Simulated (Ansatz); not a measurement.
# PbO (rocksalt type): how the settings move a single-point run

Aim: see which settings change the result for PbO (rocksalt type), by how much, and at what cost.

Computed with Ansatz 0.2.0 (reference: DFT, PBE, all-electron LAPW, scalar-relativistic, unless a step's input says otherwise).

**1. The starting structure**

It takes space group Fm-3m (No. 225, cubic). The conventional cell has a = 5.158 Å, b = 5.158 Å, c = 5.158 Å, α = 90.00°, β = 90.00°, γ = 90.00°. Pb (site symmetry m-3m) has 6 O at 2.58 Å as nearest neighbours. O (site symmetry m-3m) has 6 Pb at 2.58 Å as nearest neighbours.

Structure file:

```
CELL_PARAMETERS angstrom
0.00000 2.57902 2.57902
2.57902 0.00000 2.57902
2.57902 2.57902 0.00000
ATOMIC_POSITIONS crystal
Pb 0.00000 0.00000 0.00000
O 0.50000 0.50000 0.50000
```

**2. Baseline**

Contents of input.yaml:

```yaml
crystal:
  lattice:
    - [0.0, 2.5790187441, 2.5790187441]
    - [2.5790187441, 0.0, 2.5790187441]
    - [2.5790187441, 2.5790187441, 0.0]
  atoms:
    - { symbol: Pb, position: [0.0, 0.0, 0.0] }
    - { symbol: O, position: [0.5, 0.5, 0.5] }
kpoints:
  mp_grid: { grid: [12, 12, 12] }
scf:
  occupations: { method: fermi_dirac, width: 0.05 }
hamiltonian:
  xc: pbe
  pseudopotentials: { kind: all_electron, lapw: { basis_error: 0.00025 } }
output:
  forces: true
  stress: true
  eigenvalues: true
```

The run is started by

```sh
> ansatz run input.yaml --threads 1 --pin off --max-ram 2048MiB --backend cpu --events-out ev --progress --plain --runs-dir out
```

**3. Variant: dr2_threshold 1.0e-05, xc revpbe**

input.yaml, as its differences from that of step 2:

```diff
@@ -12,4 +12,5 @@
   occupations: { method: fermi_dirac, width: 0.05 }
+  convergence: { dr2_threshold: 1.0e-05 }
 hamiltonian:
-  xc: pbe
+  xc: revpbe
   pseudopotentials: { kind: all_electron, lapw: { basis_error: 0.00025 } }
```

Q: Predict the outcome of this session. Wanted: for each run, ending; energy change; pressure; gap; force.

As calculated:

| run | ending | energy change | pressure (GPa) | gap (eV) | force (eV/Å) | cycles | time |
| --- | --- | --- | --- | --- | --- | --- | --- |
| reference | converged | - | 6.1 | 0.52 | 0.00 | 9 | 27 s |
| 1: dr2_threshold 1.0e-05, xc revpbe | converged | not comparable | 8.4 | 0.51 | 0.00 | 8 | 25 s |

Residual by cycle in the longest SCF loop of each run; runs are numbered as in the table. The quantity is the density residual dr2, in eV.

| cycle | reference | run 1 |
| --- | --- | --- |
| 1 | 3.65 | 3.67 |
| 2 | 2.65 | 2.58 |
| 3 | 0.0841 | 0.101 |
| 4 | 0.467 | 0.445 |
| 5 | 0.0263 | 0.0384 |
| 6 | 7.9e-5 | 5.6e-5 |
| 7 | 1.3e-5 | 6.0e-6 |
| 8 | 1.5e-6 | 6.8e-7 |
| 9 | 2.0e-8 | - |

What this shows: After a change of functional the difference of the totals has no physical meaning; the pressure goes from 6.1 to 8.4 GPa. At this fixed cell a higher pressure means that this functional prefers a larger volume than the reference. The gap of the reference lacks spin-orbit coupling, though the cell holds Pb.
